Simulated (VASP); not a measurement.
# Si: relaxed cell and band gap, by functional

Si, Fd-3m (no. 227), 2 atoms in the cell.

| Functional | Volume (Å³/atom) | Change from the starting volume (fraction) | Gap, path and mesh (eV) | Time (s) |
|---|---|---|---|---|
| LDA | 19.72 | -0.022 | 0.44 | 44 |
| LDA (VWN5) | 19.68 | -0.024 | 0.44 | 47 |
| LDA (Hedin-Lundqvist) | 19.74 | -0.021 | 0.44 | 45 |
| LDA (Wigner) | 20.29 | 0.006 | 0.42 | 40 |
| Slater exchange only | 20.98 | 0.041 | 0.42 | 44 |
| PBE exchange only | 22.80 | 0.131 | 0.99 | 68 |
| PBE | 20.45 | 0.014 | 0.61 | 66 |
| PBEsol | 20.08 | -0.004 | 0.46 | 64 |
| RPBE | 20.77 | 0.030 | 0.70 | 64 |

## Input of the first row

INCAR.step1:
```
ALGO = Normal
EDIFF = 1E-7
EDIFFG = -0.005
ENCUT = 600
GGA = CA
GGA_COMPAT = False
IBRION = 2
ISIF = 3
ISMEAR = 0
LASPH = True
LCHARG = False
LREAL = False
LWAVE = False
NELM = 150
NSW = 60
PREC = Accurate
SIGMA = 0.02
```

INCAR.step2, as INCAR.step1 but for:
```
- NSW = 60
+ NSW = 40
```

INCAR.step3, as INCAR.step2 but for:
```
- EDIFFG = -0.005
- IBRION = 2
- ISIF = 3
- NSW = 40
+ ISIF = 2
+ NBANDS = 11
```

KPOINTS:
```
k-points
0
Gamma
  7 7 7
```

KPOINTS_OPT:
```
path GXWKGLUWLK,UX
8
line-mode
reciprocal
 0.0000000000  0.0000000000  0.0000000000  G
 0.5000000000  0.0000000000  0.5000000000  X

 0.5000000000  0.0000000000  0.5000000000  X
 0.5000000000  0.2500000000  0.7500000000  W

 0.5000000000  0.2500000000  0.7500000000  W
 0.3750000000  0.3750000000  0.7500000000  K

 0.3750000000  0.3750000000  0.7500000000  K
 0.0000000000  0.0000000000  0.0000000000  G

 0.0000000000  0.0000000000  0.0000000000  G
 0.5000000000  0.5000000000  0.5000000000  L

 0.5000000000  0.5000000000  0.5000000000  L
 0.6250000000  0.2500000000  0.6250000000  U

 0.6250000000  0.2500000000  0.6250000000  U
 0.5000000000  0.2500000000  0.7500000000  W

 0.5000000000  0.2500000000  0.7500000000  W
 0.5000000000  0.5000000000  0.5000000000  L

 0.5000000000  0.5000000000  0.5000000000  L
 0.3750000000  0.3750000000  0.7500000000  K

 0.6250000000  0.2500000000  0.6250000000  U
 0.5000000000  0.0000000000  0.5000000000  X
```

POSCAR.step1:
```
Si
1.0
    0.0000000000      2.7218511865      2.7218511865
    2.7218511865      0.0000000000      2.7218511865
    2.7218511865      2.7218511865      0.0000000000
Si
2
Direct
    0.5000000000      0.5000000000      0.5000000000
    0.7500000000      0.7500000000      0.7500000000
```

Commands (each step's output is kept before the next begins):
```
cat potpaw_LDA.64/Si/POTCAR > POTCAR
cp INCAR.step1 INCAR
cp POSCAR.step1 POSCAR
mpirun -np 1 vasp_std > vasp.out
cp CONTCAR POSCAR
rm WAVECAR CHG
cp INCAR.step2 INCAR
mpirun -np 1 vasp_std > vasp.out
cp CONTCAR POSCAR
rm WAVECAR CHG
cp INCAR.step3 INCAR
mpirun -np 1 vasp_std > vasp.out
```

Changes of the last row against the first:
```
(all steps)
- GGA = CA
+ GGA = RP
- cat potpaw_LDA.64/Si/POTCAR > POTCAR
+ cat potpaw_PBE.64/Si/POTCAR > POTCAR
```

VASP 6.6.1 took 44 s on 1 core (Intel Xeon Platinum 8488C (Sapphire Rapids)), a shared host.
